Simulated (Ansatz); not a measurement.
**Al under changes of volume**

One of the cells (16.116 Å³/atom); the others are scaled copies at fixed shape and fractional positions:

```
Al
1.0
    -1.59122    1.59122    1.59122
     1.59122   -1.59122    1.59122
     1.59122    1.59122   -1.59122
Al
1
Direct
  0.00000 0.00000 0.00000
```

This isn't the form of Al at room conditions, which is fcc.

* Program: Ansatz 0.2.0
* Functional: PBEsol
* Potentials or basis: all-electron LAPW, scalar-relativistic
* Cutoff: 148 eV (chosen from the basis error)
* Basis error allowed: 0.001 eV/atom
* k mesh: 12 × 12 × 12
* Occupations: fermi-dirac, width 0.05 eV
* Spin: no spin polarisation

| volume (Å³/atom) | energy over the lowest point (meV/atom) | pressure (GPa) |
| --- | --- | --- |
| 15.149 | 32.95 | 8.0 |
| 15.471 | 19.14 | 5.9 |
| 15.793 | 9.27 | 4.0 |
| 16.116 | 2.99 | 2.3 |
| 16.438 | 0.00 | 0.7 |
| 16.760 | ? | ? |
| 17.083 | 2.82 | -2.0 |

Q: What does the run at 16.760 Å³/atom give?

A: Energy over the lowest point 0.04 meV/atom; pressure -0.7 GPa.

Worked out: A Birch-Murnaghan fit of order 3 (a polynomial in V^(-2/3)) to the other rows has its minimum at 16.59 Å³/atom with B0 = V·E''(V) = 74 GPa and B' = 3.6. It gives 0.03 meV/atom at 16.760 Å³/atom, against the run's 0.04, and -dE/dV = -0.7 GPa, against -0.7.

Energies are extrapolated to zero smearing.
